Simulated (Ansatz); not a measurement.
Born–Oppenheimer molecular dynamics of a periodic cell of 16 atoms, WC (start crystal WC, start structure P-6m2, volume 1.1 times the crystal's). It starts from a structure without forces on its atoms.

The calculation used DFT PBE, scalar-relativistic, plane waves, PAW (Ansatz 0.2.0). Settings: PAW set soft_1, cutoff 420 eV, k mesh 2x2x2, fermi-dirac smearing 0.3 eV, no spin polarisation.

| Item | Value |
| --- | --- |
| ensemble | NVT, Langevin thermostat |
| time step | 0.75 fs |
| steps asked | 200 |
| set temperature | 3500 K |
| friction | 0.02 /fs |
| seed | 315631 |

Frames 1.5 fs apart, positions in Å.

Velocities at 30.0 fs (Å/ps):

```
W -3.29 3.87 -1.34
C -4.64 -25.23 -10.00
W 1.81 -4.01 -0.90
C 9.02 10.38 3.39
W 0.01 -1.76 0.08
C -3.51 -18.46 -13.82
W -5.17 3.43 10.00
C 6.12 11.17 -8.24
W -3.53 3.71 1.06
C 0.15 -17.86 -10.72
W 0.92 4.19 -0.40
C 17.12 7.17 -25.15
W -1.56 7.77 0.71
C -21.09 30.16 -25.14
W 5.46 4.00 0.07
C 13.20 -28.05 -22.12
```

```xyz
16
Lattice="-2.9469 -5.1042 0.0000 4.4203 -2.5521 0.0000 0.0000 0.0000 5.7836" Properties=species:S:1:pos:R:3 time_fs=30.0 energy_less_start_eV=4.193 T=3567
W -0.090 -5.146 -0.071
C 1.493 -4.097 1.452
W -0.019 -5.247 2.828
C 1.315 -4.195 4.261
W -1.526 -2.586 -0.021
C -0.136 -1.563 1.508
W -1.573 -2.299 3.033
C 0.159 -1.581 4.398
W 1.496 -2.386 -0.031
C 2.818 -1.566 1.495
W 1.377 -2.589 2.849
C 3.015 -1.803 4.402
W 0.042 0.054 0.070
C -1.411 -3.877 1.508
W 0.116 0.002 2.965
C -1.570 -4.280 4.424
16
Lattice="-2.9469 -5.1042 0.0000 4.4203 -2.5521 0.0000 0.0000 0.0000 5.7836" Properties=species:S:1:pos:R:3 time_fs=31.5 energy_less_start_eV=4.388 T=3529
W -0.096 -5.140 -0.073
C 1.496 -4.136 1.437
W -0.016 -5.251 2.828
C 1.331 -4.182 4.272
W -1.526 -2.588 -0.023
C -0.147 -1.589 1.487
W -1.579 -2.294 3.047
C 0.169 -1.567 4.383
W 1.488 -2.382 -0.029
C 2.819 -1.595 1.478
W 1.379 -2.583 2.849
C 3.044 -1.793 4.371
W 0.040 0.065 0.071
C -1.441 -3.836 1.469
W 0.124 0.008 2.965
C -1.550 -4.324 4.391
16
Lattice="-2.9469 -5.1042 0.0000 4.4203 -2.5521 0.0000 0.0000 0.0000 5.7836" Properties=species:S:1:pos:R:3 time_fs=33.0 energy_less_start_eV=4.713 T=3557
W -0.104 -5.135 -0.077
C 1.510 -4.171 1.422
W -0.011 -5.256 2.832
C 1.346 -4.178 4.288
W -1.528 -2.587 -0.026
C -0.158 -1.614 1.459
W -1.585 -2.289 3.060
C 0.174 -1.561 4.367
W 1.480 -2.379 -0.027
C 2.829 -1.631 1.448
W 1.380 -2.576 2.849
C 3.076 -1.784 4.343
W 0.037 0.074 0.075
C -1.469 -3.800 1.438
W 0.131 0.016 2.963
C -1.519 -4.371 4.353
16
Lattice="-2.9469 -5.1042 0.0000 4.4203 -2.5521 0.0000 0.0000 0.0000 5.7836" Properties=species:S:1:pos:R:3 time_fs=34.5 energy_less_start_eV=5.063 T=3708
W -0.111 -5.130 -0.081
C 1.523 -4.201 1.400
W -0.006 -5.261 2.837
C 1.362 -4.181 4.308
W -1.528 -2.584 -0.028
C -0.163 -1.632 1.425
W -1.591 -2.285 3.073
C 0.169 -1.560 4.346
W 1.471 -2.375 -0.027
C 2.849 -1.667 1.413
W 1.383 -2.569 2.851
C 3.107 -1.771 4.318
W 0.035 0.083 0.077
C -1.494 -3.783 1.413
W 0.134 0.025 2.962
C -1.486 -4.421 4.316
16
Lattice="-2.9469 -5.1042 0.0000 4.4203 -2.5521 0.0000 0.0000 0.0000 5.7836" Properties=species:S:1:pos:R:3 time_fs=36.0 energy_less_start_eV=5.444 T=3922
W -0.117 -5.123 -0.084
C 1.526 -4.239 1.369
W 0.002 -5.266 2.842
C 1.377 -4.184 4.328
W -1.526 -2.579 -0.028
C -0.157 -1.644 1.397
W -1.596 -2.282 3.085
C 0.167 -1.556 4.324
W 1.459 -2.371 -0.027
C 2.869 -1.698 1.377
W 1.386 -2.561 2.852
C 3.131 -1.754 4.289
W 0.034 0.092 0.077
C -1.522 -3.785 1.397
W 0.136 0.035 2.963
C -1.456 -4.477 4.276
16
Lattice="-2.9469 -5.1042 0.0000 4.4203 -2.5521 0.0000 0.0000 0.0000 5.7836" Properties=species:S:1:pos:R:3 time_fs=37.5 energy_less_start_eV=5.862 T=3994
W -0.124 -5.117 -0.088
C 1.516 -4.280 1.335
W 0.009 -5.271 2.847
C 1.393 -4.181 4.350
W -1.524 -2.575 -0.029
C -0.147 -1.642 1.373
W -1.602 -2.277 3.094
C 0.161 -1.554 4.308
W 1.447 -2.368 -0.029
C 2.894 -1.725 1.340
W 1.388 -2.554 2.850
C 3.155 -1.744 4.257
W 0.033 0.101 0.075
C -1.552 -3.800 1.388
W 0.138 0.049 2.963
C -1.424 -4.533 4.238
16
Lattice="-2.9469 -5.1042 0.0000 4.4203 -2.5521 0.0000 0.0000 0.0000 5.7836" Properties=species:S:1:pos:R:3 time_fs=39.0 energy_less_start_eV=6.205 T=3569
W -0.132 -5.110 -0.092
C 1.506 -4.317 1.302
W 0.016 -5.277 2.852
C 1.409 -4.171 4.369
W -1.525 -2.569 -0.032
C -0.135 -1.626 1.350
W -1.608 -2.273 3.102
C 0.150 -1.555 4.299
W 1.435 -2.364 -0.033
C 2.912 -1.742 1.301
W 1.391 -2.549 2.848
C 3.172 -1.737 4.226
W 0.032 0.109 0.070
C -1.586 -3.838 1.381
W 0.139 0.063 2.962
C -1.387 -4.572 4.204
16
Lattice="-2.9469 -5.1042 0.0000 4.4203 -2.5521 0.0000 0.0000 0.0000 5.7836" Properties=species:S:1:pos:R:3 time_fs=40.5 energy_less_start_eV=6.521 T=3074
W -0.142 -5.104 -0.097
C 1.487 -4.349 1.276
W 0.025 -5.282 2.856
C 1.423 -4.162 4.381
W -1.526 -2.563 -0.035
C -0.122 -1.607 1.331
W -1.615 -2.270 3.109
C 0.136 -1.558 4.295
W 1.425 -2.360 -0.038
C 2.928 -1.757 1.266
W 1.393 -2.545 2.847
C 3.178 -1.735 4.200
W 0.031 0.117 0.066
C -1.623 -3.886 1.380
W 0.140 0.077 2.960
C -1.352 -4.597 4.176
16
Lattice="-2.9469 -5.1042 0.0000 4.4203 -2.5521 0.0000 0.0000 0.0000 5.7836" Properties=species:S:1:pos:R:3 time_fs=42.0 energy_less_start_eV=6.813 T=2830
W -0.151 -5.097 -0.102
C 1.463 -4.377 1.263
W 0.034 -5.287 2.861
C 1.434 -4.153 4.385
W -1.529 -2.557 -0.037
C -0.110 -1.590 1.310
W -1.623 -2.269 3.115
C 0.124 -1.567 4.295
W 1.417 -2.358 -0.040
C 2.951 -1.768 1.240
W 1.396 -2.542 2.847
C 3.175 -1.746 4.182
W 0.030 0.123 0.061
C -1.654 -3.936 1.389
W 0.139 0.090 2.959
C -1.322 -4.606 4.153
16
Lattice="-2.9469 -5.1042 0.0000 4.4203 -2.5521 0.0000 0.0000 0.0000 5.7836" Properties=species:S:1:pos:R:3 time_fs=43.5 energy_less_start_eV=7.104 T=2602
W -0.159 -5.089 -0.105
C 1.434 -4.395 1.251
W 0.042 -5.291 2.867
C 1.452 -4.148 4.384
W -1.530 -2.552 -0.041
C -0.107 -1.574 1.290
W -1.630 -2.270 3.122
C 0.108 -1.574 4.299
W 1.410 -2.354 -0.042
C 2.977 -1.773 1.223
W 1.400 -2.539 2.848
C 3.169 -1.764 4.173
W 0.029 0.129 0.058
C -1.676 -3.991 1.397
W 0.138 0.102 2.957
C -1.298 -4.598 4.138
16
Lattice="-2.9469 -5.1042 0.0000 4.4203 -2.5521 0.0000 0.0000 0.0000 5.7836" Properties=species:S:1:pos:R:3 time_fs=45.0 energy_less_start_eV=7.376 T=2422
W -0.166 -5.083 -0.107
C 1.403 -4.413 1.237
W 0.049 -5.296 2.873
C 1.470 -4.148 4.386
W -1.529 -2.546 -0.045
C -0.105 -1.564 1.283
W -1.635 -2.271 3.127
C 0.087 -1.578 4.307
W 1.403 -2.349 -0.043
C 3.004 -1.770 1.213
W 1.403 -2.535 2.851
C 3.156 -1.784 4.162
W 0.027 0.136 0.053
C -1.694 -4.053 1.401
W 0.138 0.115 2.952
C -1.275 -4.581 4.133
16
Lattice="-2.9469 -5.1042 0.0000 4.4203 -2.5521 0.0000 0.0000 0.0000 5.7836" Properties=species:S:1:pos:R:3 time_fs=46.5 energy_less_start_eV=7.656 T=2335
W -0.171 -5.077 -0.108
C 1.375 -4.431 1.219
W 0.056 -5.300 2.881
C 1.483 -4.149 4.389
W -1.526 -2.542 -0.049
C -0.107 -1.560 1.290
W -1.639 -2.274 3.132
C 0.057 -1.581 4.312
W 1.397 -2.344 -0.042
C 3.035 -1.755 1.216
W 1.406 -2.531 2.854
C 3.136 -1.796 4.152
W 0.026 0.144 0.048
C -1.709 -4.110 1.399
W 0.138 0.125 2.948
C -1.256 -4.565 4.134
```

Of the whole run (150 fs, mean temperature of the second half 3223 K): A run of 0.15 ps of so small a system gives no equilibrium averages. Limits of this set-up: coarse k mesh.

The run took 15 min on 1 thread of Arm Neoverse V2 (shared host), peak memory 0.58 GiB.
